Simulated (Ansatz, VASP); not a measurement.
**Two plane-wave programs on Y**

Contents of INCAR:

```
SYSTEM = Y
  PREC = Accurate
  ENCUT = 520
  EDIFF = 1E-7
  ISMEAR = 0
  SIGMA = 0.1
  LREAL = .False.
  LASPH = .True.
  NELM = 80
  ALGO = Normal
  ISIF = 2
  LWAVE = .False.
  LCHARG = .False.
  GGA = PE
  NBANDS = 12
```

Contents of KPOINTS:

```
Automatic mesh
0
Gamma
  7 7 7
  0 0 0
```

POSCAR

```
Y
1.0
   -0.0324820000      2.5968620000      2.5586560000
    2.4291180000     -0.0204910000      2.5466650000
    2.4623180000      2.6180700000     -0.0536910000
Y
1
Direct
    0.0000000000      0.0000000000      0.0000000000
```

input.yaml

```yaml
crystal:
  lattice:
    - [-0.032482, 2.596862, 2.558656]
    - [2.429118, -0.020491, 2.546665]
    - [2.462318, 2.61807, -0.053691]
  atoms:
    - { symbol: "Y", position: [0.0, 0.0, 0.0] }
hamiltonian:
  xc: pbe
  pseudopotentials: { kind: paw, source: jth }
kpoints:
  mp_grid: { grid: [7, 7, 7] }
  band_path:
    path:
      - [[0.0, 0.0, 0.5], [0.0, 0.0, 0.0], [0.5, 0.0, 0.0]]
      - [[0.5, 0.0, 0.5], [0.0, 0.0, 0.0], [0.0, 0.5, 0.0]]
      - [[0.0, 0.5, 0.5], [0.0, 0.0, 0.0], [0.5, 0.5, 0.0]]
      - [[0.5, 0.5, 0.5], [0.0, 0.0, 0.0]]
    npoints: 14
scf:
  occupations: { method: gaussian, width: 0.1 }
  n_extra_bands: 6
output:
  forces: true
  stress: true
  eigenvalues: true
  fatbands: true
```

Change from the starting cell: cell strained at random at fixed volume.

Alike in both runs: functional PBE; k mesh 7 × 7 × 7; occupations gaussian, width 0.1 eV; no spin polarisation.

|  | VASP | Ansatz |
| --- | --- | --- |
| version | VASP 6.6.1 | Ansatz 0.2.0 |
| potentials or method | VASP PAW PBE potentials, release 64 (Y_sv) | JTH PAW |
| plane-wave cutoff (eV) | 520 | 900 |
| valence electrons in the cell | 11 | 11 |
| task | single point | band structure |

Ansatz gave:

```
gap on the k mesh at the Fermi level (eV)       : none
pressure (GPa)                                  : -1.0
largest component of the traceless stress (GPa) : 1.05
```

Problem. What did VASP give for the same quantities?

Solution. gap on the k mesh at the Fermi level (eV): none; pressure (GPa): -1.1; largest component of the traceless stress (GPa): 1.06.

A gap of «none» marks a metal or a gap that the smearing closes.
